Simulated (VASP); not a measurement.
# CdSe (Fm-3m) in VASP: single point with PBEsol

Aim: the single point of CdSe with PBEsol.

Everything below comes from runs of VASP 6.6.1. Logs are shortened: lines on timing, memory, paths and dates and some standing lists are left out, and cuts for length are marked.

**1. The crystal as given**

It takes space group Fm-3m (No. 225, cubic). Conventional cell: a = 5.748 Å, b = 5.748 Å, c = 5.748 Å, α = 90.00°, β = 90.00°, γ = 90.00°. Cd (site symmetry m-3m) is surrounded by 6 Se at 2.87 Å. Around Se (site symmetry m-3m) lie 6 Cd at 2.87 Å.

Measurements of this composition are mostly on another form, of space group No. 186.

**2. Single point, PBEsol**

Input file run.py:

```python
from ase.calculators.vasp import Vasp
from ase.dft.bandgap import bandgap
from ase.io import read

atoms = read('CdSe.cif', primitive_cell=True, subtrans_included=False)
calc = Vasp(
    directory='calc',
    xc='pbesol',
    pp='PBE',
    setups={'base': 'minimal', 'Cd': '_GW', 'Se': '_GW'},
    prec='Accurate',
    encut=550,
    ediff=1e-07,
    ismear=0,
    sigma=0.1,
    lreal=False,
    lasph=True,
    nelm=60,
    algo='Normal',
    isif=2,
    lwave=False,
    lcharg=False,
    kpts=[8, 8, 8],
    gamma=True,
    nbands=16,
)
atoms.calc = calc

print('energy (eV):', atoms.get_potential_energy())
print('free energy (eV):', atoms.get_potential_energy(force_consistent=True))
print('forces (eV/A):')
print(atoms.get_forces())
print('stress (eV/A^3, Voigt):', atoms.get_stress())
print('Fermi level (eV):', calc.get_fermi_level())
gap, top, bottom = bandgap(calc)
print('band gap (eV):', gap, 'from (spin, k, band)', top, 'to', bottom)
```

Input file CdSe.cif:

```cif
data_CdSe
_cell_length_a 5.74791600
_cell_length_b 5.74791600
_cell_length_c 5.74791600
_cell_angle_alpha 90.00000000
_cell_angle_beta 90.00000000
_cell_angle_gamma 90.00000000
_space_group_name_H-M_alt 'Fm-3m'
_space_group_name_Hall '-F 4 2 3'
_space_group_IT_number 225
loop_
_space_group_symop_operation_xyz
'x,y,z'
'-x,-y,-z'
'-y,x,z'
'y,-x,-z'
'-x,-y,z'
'x,y,-z'
'y,-x,z'
'-y,x,-z'
'x,-y,-z'
'-x,y,z'
'-y,-x,-z'
'y,x,z'
'-x,y,-z'
'x,-y,z'
'y,x,-z'
'-y,-x,z'
'z,x,y'
'-z,-x,-y'
'z,-y,x'
'-z,y,-x'
'z,-x,-y'
'-z,x,y'
'z,y,-x'
'-z,-y,x'
'-z,x,-y'
'z,-x,y'
'-z,-y,-x'
'z,y,x'
'-z,-x,y'
'z,x,-y'
'-z,y,x'
'z,-y,-x'
'y,z,x'
'-y,-z,-x'
'x,z,-y'
'-x,-z,y'
'-y,z,-x'
'y,-z,x'
'-x,z,y'
'x,-z,-y'
'-y,-z,x'
'y,z,-x'
'-x,-z,-y'
'x,z,y'
'y,-z,-x'
'-y,z,x'
'x,-z,y'
'-x,z,-y'
'x,y+1/2,z+1/2'
'-x,-y+1/2,-z+1/2'
'-y,x+1/2,z+1/2'
[... 62 lines left out ...]
'-z+1/2,-x,-y+1/2'
'z+1/2,-y,x+1/2'
'-z+1/2,y,-x+1/2'
'z+1/2,-x,-y+1/2'
'-z+1/2,x,y+1/2'
'z+1/2,y,-x+1/2'
'-z+1/2,-y,x+1/2'
'-z+1/2,x,-y+1/2'
'z+1/2,-x,y+1/2'
'-z+1/2,-y,-x+1/2'
'z+1/2,y,x+1/2'
'-z+1/2,-x,y+1/2'
'z+1/2,x,-y+1/2'
'-z+1/2,y,x+1/2'
'z+1/2,-y,-x+1/2'
'y+1/2,z,x+1/2'
'-y+1/2,-z,-x+1/2'
'x+1/2,z,-y+1/2'
'-x+1/2,-z,y+1/2'
'-y+1/2,z,-x+1/2'
'y+1/2,-z,x+1/2'
'-x+1/2,z,y+1/2'
'x+1/2,-z,-y+1/2'
'-y+1/2,-z,x+1/2'
'y+1/2,z,-x+1/2'
'-x+1/2,-z,-y+1/2'
'x+1/2,z,y+1/2'
'y+1/2,-z,-x+1/2'
'-y+1/2,z,x+1/2'
'x+1/2,-z,y+1/2'
'-x+1/2,z,-y+1/2'
'x+1/2,y+1/2,z'
'-x+1/2,-y+1/2,-z'
'-y+1/2,x+1/2,z'
'y+1/2,-x+1/2,-z'
'-x+1/2,-y+1/2,z'
'x+1/2,y+1/2,-z'
'y+1/2,-x+1/2,z'
'-y+1/2,x+1/2,-z'
'x+1/2,-y+1/2,-z'
'-x+1/2,y+1/2,z'
'-y+1/2,-x+1/2,-z'
'y+1/2,x+1/2,z'
'-x+1/2,y+1/2,-z'
'x+1/2,-y+1/2,z'
'y+1/2,x+1/2,-z'
'-y+1/2,-x+1/2,z'
'z+1/2,x+1/2,y'
'-z+1/2,-x+1/2,-y'
'z+1/2,-y+1/2,x'
'-z+1/2,y+1/2,-x'
'z+1/2,-x+1/2,-y'
'-z+1/2,x+1/2,y'
'z+1/2,y+1/2,-x'
'-z+1/2,-y+1/2,x'
'-z+1/2,x+1/2,-y'
'z+1/2,-x+1/2,y'
'-z+1/2,-y+1/2,-x'
'z+1/2,y+1/2,x'
'-z+1/2,-x+1/2,y'
'z+1/2,x+1/2,-y'
'-z+1/2,y+1/2,x'
'z+1/2,-y+1/2,-x'
'y+1/2,z+1/2,x'
'-y+1/2,-z+1/2,-x'
'x+1/2,z+1/2,-y'
'-x+1/2,-z+1/2,y'
'-y+1/2,z+1/2,-x'
'y+1/2,-z+1/2,x'
'-x+1/2,z+1/2,y'
'x+1/2,-z+1/2,-y'
'-y+1/2,-z+1/2,x'
'y+1/2,z+1/2,-x'
'-x+1/2,-z+1/2,-y'
'x+1/2,z+1/2,y'
'y+1/2,-z+1/2,-x'
'-y+1/2,z+1/2,x'
'x+1/2,-z+1/2,y'
'-x+1/2,z+1/2,-y'
loop_
_atom_site_label
_atom_site_type_symbol
_atom_site_symmetry_multiplicity
_atom_site_Wyckoff_symbol
_atom_site_fract_x
_atom_site_fract_y
_atom_site_fract_z
_atom_site_occupancy
Cd1 Cd 4 a 0.0000000000 0.0000000000 0.0000000000 1
Se1 Se 4 b 0.5000000000 0.0000000000 0.0000000000 1
```

Potentials or basis: VASP PAW PBE potentials, release 64 (Cd_GW, Se_GW).

Launch:

```sh
$ python run.py
```

Standard output:

```text
energy (eV): -5.99139496
free energy (eV): -5.99234438
forces (eV/A):
[[ 0.  0.  0.]
 [-0. -0. -0.]]
stress (eV/A^3, Voigt): [ 0.02430924  0.02430924  0.02430924 -0.         -0.          0.        ]
Fermi level (eV): 3.58409339
band gap (eV): 0.0 from (spin, k, band) (None, None, None) to (None, None, None)
```

OUTCAR:

```text
ENCUT = 550.000000
   EDIFF = 1.00e-07
   GGA = PS
   PREC = Accurate
   ISIF = 2
   ISMEAR = 0
   NELM = 60
   LASPH = .TRUE.
   LREAL = .FALSE.

 ion  position               nearest neighbor table
   1  0.000  0.000  0.000-   2 2.87   2 2.87   2 2.87   2 2.87   2 2.87   2 2.87
   2  0.500  0.500  0.500-   1 2.87   1 2.87   1 2.87   1 2.87   1 2.87   1 2.87

  LATTYP: Found a face centered cubic cell.
 ALAT       =     5.7479160000

  Lattice vectors:

 A1 = (   0.0000000000,   2.8739580000,   2.8739580000)
 A2 = (   2.8739580000,   0.0000000000,   2.8739580000)
 A3 = (   2.8739580000,   2.8739580000,   0.0000000000)

Analysis of symmetry for initial positions (statically):
=====================================================================
 Subroutine PRICEL returns:
 Original cell was already a primitive cell.

 Routine SETGRP: Setting up the symmetry group for a
 face centered cubic supercell.

 Subroutine GETGRP returns: Found 48 space group operations
 (whereof 48 operations were pure point group operations)
 out of a pool of 48 trial point group operations.

The static configuration has the point symmetry O_h .

Analysis of symmetry for dynamics (positions and initial velocities):
=====================================================================
 Subroutine PRICEL returns:
 Original cell was already a primitive cell.

 Routine SETGRP: Setting up the symmetry group for a
 face centered cubic supercell.

 Subroutine GETGRP returns: Found 48 space group operations
 (whereof 48 operations were pure point group operations)
 out of a pool of 48 trial point group operations.

The dynamic configuration has the point symmetry O_h .

[... 129 lines left out ...]
   AEXX    =    0.0000 exact exchange contribution
   IVDW    =     0    specifies the selected vdW correction
   LEPSILON=     F    determine dielectric tensor
   LRPA    =     F    only Hartree local field effects (RPA)
 non-spin polarized calculation
 Gauss-broadening in eV      SIGMA  =   0.10
  energy-cutoff  :      550.00
  volume of cell :       47.48
 maximum number of plane-waves:      1411
   NGX = 15   NGY = 15   NGZ = 15

 number of electron      18.0000002 magnetization

 Free energy of the ion-electron system (eV)
  ---------------------------------------------------
  ext. energy  EPLUGINS =         0.00000000
  ---------------------------------------------------
  free energy    TOTEN  =        -5.99234438 eV

  energy without entropy =       -5.99044554  energy(sigma->0) =       -5.99139496

 E-fermi :   3.5841     XC(G=0): -10.2011

 val. band max:        3.5060344644   @ k =  -0.2500   0.1250   0.0000
 cond. band min:       3.8048301858   @ k =   0.3750   0.3750   0.0000
 fundamental gap:      0.2987957214
 Fermi energy:         3.5840933888

 k-point     1 :       0.0000    0.0000    0.0000
  band No.  band energies     occupation
      1      -9.3922      2.00000
      2      -4.3595      2.00000
      3      -4.3595      2.00000
      4      -4.3410      2.00000
      5      -4.3410      2.00000
      6      -4.3410      2.00000
[... 528 lines left out ...]
      3      -4.3326      2.00000
      4      -4.3326      2.00000
      5      -4.1502      2.00000
      6      -3.8166      2.00000
[... 8 lines left out ...]
     15      15.3335      0.00000
     16      18.3641      0.00000

------------------------ aborting loop because EDIFF is reached ----------------------------------------

  FORCE on cell =-STRESS in cart. coord.  units (eV):
  Direction    XX          YY          ZZ          XY          YZ          ZX
  --------------------------------------------------------------------------------------
  -------------------------------------------------------------------------------------
  Total       -1.1540974     -1.1540974     -1.1540974     -0.0000000     -0.0000000      0.0000000
  in kB      -38.9476986    -38.9476986    -38.9476986     -0.0000000     -0.0000000      0.0000000
  external PRESSURE =     -38.9476986 kB  Pullay stress =       0.0000000 kB

 VOLUME and BASIS-vectors are now :
 -----------------------------------------------------------------------------
  energy-cutoff  :      550.00
  volume of cell :       47.48
      direct lattice vectors                 reciprocal lattice vectors
     0.000000000  2.873958000  2.873958000    -0.173976098  0.173976098  0.173976098
     2.873958000  0.000000000  2.873958000     0.173976098 -0.173976098  0.173976098
     2.873958000  2.873958000  0.000000000     0.173976098  0.173976098 -0.173976098

 POSITION                                       TOTAL-FORCE (eV/Angst)
 -----------------------------------------------------------------------------------
      0.00000      0.00000      0.00000         0.000000      0.000000      0.000000
      2.87396      2.87396      2.87396        -0.000000     -0.000000     -0.000000
 -----------------------------------------------------------------------------------
    total drift:                                0.000000     -0.000000     -0.000000

  FREE ENERGIE OF THE ION-ELECTRON SYSTEM (eV)
  ---------------------------------------------------
  free  energy   TOTEN  =        -5.9923443768 eV

  energy  without entropy=       -5.9904455407  energy(sigma->0) =       -5.99139496
```

INCAR:

```text
ENCUT = 550.000000
SIGMA = 0.100000
EDIFF = 1.00e-07
ALGO = Normal
GGA = PS
PREC = Accurate
ISIF = 2
ISMEAR = 0
NBANDS = 16
NELM = 60
LASPH = .TRUE.
LCHARG = .FALSE.
LWAVE = .FALSE.
LREAL = .FALSE.
```

Run time: 24 s. Hardware: 1 thread of Intel Xeon Platinum 8488C (Sapphire Rapids), shared host; peak memory 0.19 GiB.

What came out:

```yaml
Free_energy: -5.9923 eV
Pressure: -3.9 GPa
Band_gap_on_the_k_mesh: none (metal or under the smearing width)
```

Caveat: the PAW data sets were made with another functional, which shifts forces and pressure a little.

**3. For comparison**

An earlier run on the cell as given: functional PBE; potentials or basis VASP PAW PBE potentials, release 64 (Cd, Se); cutoff 520 eV; k mesh 8 × 8 × 8; occupations fermi-dirac, width 0.05 eV; no spin polarisation.

* Pressure: 0.0 GPa
* Band gap on the k mesh: none (metal or under the smearing width)
